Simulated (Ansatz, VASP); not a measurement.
## One calculation of Be, two programs

POSCAR

```
Be
1.0
    2.1712654019      0.0000000000      0.0000000000
    0.0000000000      2.1712654019      0.0000000000
    0.0000000000      0.0000000000      2.1712654019
Be
1
Direct
    0.0000000000      0.0000000000      0.0000000000
```

INCAR.step1

```
SYSTEM = Be
PREC = Accurate
ENCUT = 520
ISMEAR = -1
SIGMA = 0.1
LREAL = .False.
LASPH = .True.
NELM = 150
MAGMOM = 0 0 0
LSORBIT = .True.
GGA_COMPAT = .False.
NBANDS = 13
GGA = PE
ALGO = Normal
EDIFF = 1E-4
LWAVE = .True.
LCHARG = .False.
```

INCAR.step2

```
SYSTEM = Be
PREC = Accurate
ENCUT = 520
EDIFF = 1E-6
ISMEAR = -1
SIGMA = 0.1
LREAL = .False.
LASPH = .True.
NELM = 150
ALGO = Normal
ISIF = 2
LWAVE = .False.
LCHARG = .False.
MAGMOM = 0 0 0
LORBIT = 11
LSORBIT = .True.
GGA_COMPAT = .False.
LORBMOM = .True.
METAGGA = R2SCAN
LMIXTAU = .True.
NBANDS = 13
ISTART = 1
```

Contents of KPOINTS:

```
Automatic mesh
0
Gamma
  14 14 14
  0 0 0
```

Input for Ansatz:

```yaml
crystal:
  lattice:
    - [2.1712654019, 0.0, 0.0]
    - [0.0, 2.1712654019, 0.0]
    - [0.0, 0.0, 2.1712654019]
  atoms:
    - { symbol: Be, position: [0.0, 0.0, 0.0] }
hamiltonian:
  xc: r2scan
  pseudopotentials:
    kind: paw_fr
    azcp:
      Be: "pseudopotentials/Be.paw.azcp"
basis:
  ecutwfc: 500
  fft_grid_basis: typed
kpoints:
  mp_grid: { grid: [14, 14, 14], shift: [0, 0, 0] }
magnetization:
  noncollinear: true
  spin_orbit: true
scf:
  occupations: { method: fermi_dirac, width: 0.1 }
```

Alike in both runs: task single point; functional r2SCAN; k mesh 14 × 14 × 14; occupations fermi-dirac, width 0.1 eV; non-collinear spin, spin-orbit coupling.

|  | VASP | Ansatz |
| --- | --- | --- |
| version | VASP 6.6.1 | Ansatz 0.2.0 |
| potentials or method | VASP PAW PBE potentials, release 64 (Be) | plane waves (500 eV) with PAW, fully relativistic with spin-orbit coupling |
| plane-wave cutoff (eV) | 520 | 500 |
| valence electrons in the cell | 2 | 2 |

|  | VASP | Ansatz | Ansatz less VASP |
| --- | --- | --- | --- |
| net moment per atom (μB) | 0.00 | 0.00 | 0.000 |

The functional is the same, so the differences come from potentials, cutoffs and numerics.
